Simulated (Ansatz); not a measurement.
All numbers below come from Ansatz 0.2.0, DFT PBE, scalar-relativistic, plane waves, PAW. All cells share a 420 eV cutoff and Γ-centred k meshes spaced at most about 0.3 Å⁻¹ (2π included). No spin polarisation.

Temperature and zero-point effects are left out.

Compare these two cells of Al₂GaAs₃, each relaxed at this level.

A. Space group I-4m2 (No. 119), tetragonal, a = 4.056 Å, c = 17.196 Å. Al has 4 As at 2.48 Å; Ga has 4 As at 2.49 Å; As on a site of symmetry 2mm is surrounded by 2 Al at 2.48 Å and 2 Ga at 2.49 Å; around As on a site of symmetry -4m2 lie 4 Al at 2.48 Å.

B. Space group P3m1 (No. 156), trigonal, a = 4.054 Å, c = 9.935 Å. Al on its first site is surrounded by 4 As at 2.48 Å; around Al on its second site lie 4 As at 2.48 Å; Ga has 4 As at 2.49 Å; As on its first site has 1 Al at 2.48 Å and 3 Ga at 2.49 Å; As on its second site is surrounded by 3 Al at 2.48 Å and 1 Ga at 2.49 Å; 1 more site not described.

Task: Which arrangement of the elements on these sites is preferred, and by what margin?

Result: They are level within the accuracy (under 1 meV/atom apart). The two share one framework of sites and differ in which element sits where. A has Al and Ga ordered on zinc blende sites, space group I-4m2 (No. 119), 23.6 Å³/atom and a gap of 1.11 eV on its mesh; B has Al and Ga ordered on zinc blende sites, space group P3m1 (No. 156), 23.6 Å³/atom and a gap of 0.95 eV. Counting As atoms around Al and Ga (those within 1.25 times the shortest such distance or 1.15 times the sum of covalent radii), A and B both have Al 4, Ga 4. Both come from invented guesses. Shaken at random and relaxed again, B came back.

Kohn–Sham gaps at this level usually fall short of measured ones. Cells without such a test can be saddle points.
